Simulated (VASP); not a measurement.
Runs of VASP 6.6.1 on GaN. Symmetry: P6_3mc, No. 186, hexagonal system. Conventional cell: a = 3.180 Å, b = 3.180 Å, c = 5.166 Å, α = 90.00°, β = 90.00°, γ = 120.00°. Ga (site symmetry 3m) is surrounded by 4 N at 1.94 to 1.95 Å. N (site symmetry 3m) has 4 Ga at 1.94 to 1.95 Å as nearest neighbours. 

| task | level | cell | cutoff (eV) | smearing | gap on the mesh (eV) | pressure (GPa) | largest force (eV/Å) |
| --- | --- | --- | --- | --- | --- | --- | --- |
| single point | PBE | as given | 520 | gaussian 0.012 eV | 1.97 | (b) | 0.13 |
| band structure | PBEsol | as given | 520 | fermi-dirac 0.05 eV | (a) | - | - |
| single point | PBE | as given | 520 | gaussian 0.011 eV | 1.97 | 7.4 | 0.13 |
| relaxation of cell and atoms | revPBE | relaxed | 600 | fermi-dirac 0.05 eV | 1.65 | 0.1 | - |
| band structure | r2SCAN | as given | 520 | fermi-dirac 0.05 eV | 2.38 | 2.2 | 0.14 |

Alike in all rows: potentials or basis VASP PAW PBE potentials, release 64 (Ga_d, N); no spin polarisation; k mesh 10 × 10 × 5.

Problem. Estimate the missing entries.

Solution. (a) 1.93; (b) 7.5.

Caveats: the PAW data sets were made with another functional, which shifts forces and pressure a little (some runs).

A k mesh can miss the band edges, and the runs leave out spin-orbit coupling on Ga.
